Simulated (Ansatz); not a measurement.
# CuI: band gap under strain

How does strain move the band edges of CuI in the database structure, and do the functionals agree on it? States: no strain; -3.7 % biaxial strain in x and y, free along z; -4.2 % equal strain in all directions.

Program: Ansatz 0.2.0. PAW datasets, plane waves. Computed at 0 K without zero-point motion; spin polarisation is off.

## Step 1: Starting point

The unstrained cell was relaxed with r2SCAN+rVV10; in each strained cell the atoms were relaxed again with r2SCAN+rVV10. Names of k-points are those of the unstrained zone, where strain can split equivalent points. First state: no strain.

Space group P4/nmm (No. 129), tetragonal; a = 4.055 Å, c = 6.346 Å in the conventional setting, 26.09 Å³ an atom. Near Cu stand 4 I at 2.64 Å and 4 Cu at 2.87 Å; near I stand 4 Cu at 2.64 Å.

As a file:

```
CELL_PARAMETERS angstrom
4.05511 0.00000 0.00000
0.00000 4.05511 0.00000
0.00000 0.00000 6.34568
ATOMIC_POSITIONS crystal
Cu 0.50000 0.50000 0.00000
Cu 0.00000 0.00000 0.00000
I 0.50000 0.00000 0.26671
I 0.00000 0.50000 0.73329
```

## Step 2: No strain: PBE

File input.yaml:

```yaml
crystal:
  lattice:
    - [4.0551101069, 0.0, 0.0]
    - [0.0, 4.0551101069, 0.0]
    - [0.0, 0.0, 6.3456837528]
  atoms:
    - { symbol: Cu, position: [0.5, 0.5, 0.0] }
    - { symbol: Cu, position: [0.0, 0.0, 0.0] }
    - { symbol: I, position: [0.5, 0.0, 0.2667094172] }
    - { symbol: I, position: [0.0, 0.5, 0.7332905828] }
kpoints:
  mp_grid: { grid: [6, 6, 4] }
  band_path:
    path:
      - [0.0, 0.0, 0.0]
      - [0.0, 0.5, 0.0]
      - [0.5, 0.5, 0.0]
      - [0.0, 0.0, 0.5]
      - [0.0, 0.5, 0.5]
      - [0.5, 0.5, 0.5]
    npoints: 1
hamiltonian:
  xc: pbe
scf:
  occupations: { method: fermi_dirac, width: 0.02 }
  n_extra_bands: 5
output:
  forces: true
  stress: true
  eigenvalues: true
```

Launch:

```bash
ansatz run input.yaml --threads 4 --pin off --max-ram 4608MiB --backend cpu --events-out ev --progress --plain --runs-dir out
```

After this run come: No strain: r2SCAN; No strain: HSE06; -3.7 % biaxial strain in x and y, free along z: PBE; -3.7 % biaxial strain in x and y, free along z: r2SCAN; -3.7 % biaxial strain in x and y, free along z: HSE06; -4.2 % equal strain in all directions: PBE; -4.2 % equal strain in all directions: r2SCAN; -4.2 % equal strain in all directions: HSE06.

**Question.** What will these runs give?

As calculated:

Least gap in eV (negative: overlap), with the change from the unstrained cell in brackets:

| state | volume change (%) | PBE | r2SCAN | HSE06 |
| --- | --- | --- | --- | --- |
| no strain | +0.0 | 1.58 | 2.08 | 2.92 |
| -3.7 % biaxial strain in x and y, free along z | -3.3 | 1.58 (+0.00) | 2.08 (+0.00) | 2.87 (-0.05) |
| -4.2 % equal strain in all directions | -12.0 | 1.57 (-0.01) | 2.10 (+0.02) | 2.85 (-0.07) |

The largest move of the HSE06 gap in the table is -0.067 eV, under -4.2 % equal strain in all directions. PBE and HSE06 differ by 1.33 eV on the unstrained gap, and by at most 0.06 eV on its change: the two disagree on the size of the gap but agree on its response to strain. Spin-orbit coupling is left out of the table, though the cell holds I (Z = 53); in an element this heavy it can shift bands and gaps by tenths of an eV.
